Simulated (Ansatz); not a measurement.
Structure: a 2-atom cell of NaI started from a crystallographic database, at its r2SCAN minimum. It is cubic, Fm-3m (No. 225); conventional cell a = 6.459 Å, 33.69 Å³ an atom. Na has 6 I at 3.23 Å; I has 6 Na at 3.23 Å.

The questions ask for values computed with Ansatz 0.2.0 on this geometry. The values are computed, non-magnetic, and not measurements.

(1) What gap does r2SCAN give, and where are the band edges?

(2) Estimate the gap with LDA on 8×8×8.

(3) How does the gap change from r2SCAN to PBE (8×8×8)?

(4) What does PBE+SOC give for the gap (8×8×8 mesh)?

(5) How does the gap change from r2SCAN to r2SCANh (6×6×6)?

(6) What does G0W0@PBE with 499 empty bands, a screening cutoff of 220 eV and a 4×4×4 mesh give?

(7) How strongly does the crystal screen a field with clamped ions (r2SCAN)?

(8) What fraction of exact exchange does the dielectric-dependent hybrid take (1/ε∞ of PBE, averaged over directions)?

(9) Relaxed again with PBEsol, is the cell stable at the zone centre, and where do its optical modes lie?

(10) How do the levels compare, in gap and in cost?

Results:

(1) The r2SCAN gap is direct at Γ: 4.45 eV.

(2) With LDA the gap is 3.35 eV and direct, at Γ. The gap differs by -1.10 eV from r2SCAN's.

(3) With PBE the gap is 3.66 eV and direct, at Γ. The gap differs by -0.79 eV from r2SCAN's.

(4) With PBE+SOC the gap is 3.32 eV and direct, at Γ. Spin-orbit coupling itself accounts for -0.34 eV. The gap differs by -1.13 eV from r2SCAN's.

(5) r2SCANh gives a direct gap of 4.99 eV at Γ. The gap differs by +0.54 eV from r2SCAN's.

(6) 5.68 eV (the shift on the mesh added to PBE's least gap). Over the mesh points the PBE gap of 3.66 eV becomes a quasiparticle gap of 5.68 eV (direct at Γ), a change of +2.02 eV. Renormalisation factors Z lie between 0.78 and 0.83. No extrapolation in bands, cutoff or mesh was made for G0W0.

(7) ε∞: 3.16 in all directions. Born charges, averaged over directions: Na +1.17, I -1.17 e.

(8) 0.295.

(9) The optical mode at Γ lies at 118 cm⁻¹ without the longitudinal term. With the long-range field the highest mode reaches 172 cm⁻¹.

(10) Taking G0W0@PBE (499 empty bands, 220 eV, 4×4×4), 5.68 eV, as the yardstick (a computed one, not at the basis limit), DDH-PBE0 comes nearest, 0.00 eV off, at about 18 times r2SCAN's cost; G0W0 itself took about 50 times r2SCAN's cost. The others: PBE0 -0.32, r2SCANh -0.69, HSE06 -0.99, r2SCAN -1.23, PBE -2.02, LDA -2.33, Hartree-Fock +5.17 eV. The yardstick's own error is a tenth of an eV or more. r2SCAN covers 76 % of the step from PBE to HSE06, while HSE06 needs about 16 times r2SCAN's cost (on a coarser mesh). Spin-orbit coupling moves the least or the direct gap by up to 0.34 eV, so it has to be included where a tenth of an eV counts. All these functionals give a gap of the same kind, direct.

Only the levels marked +SOC include spin-orbit coupling.

The meshes of the hybrids are coarse, so their gaps aren't converged to the digits shown.
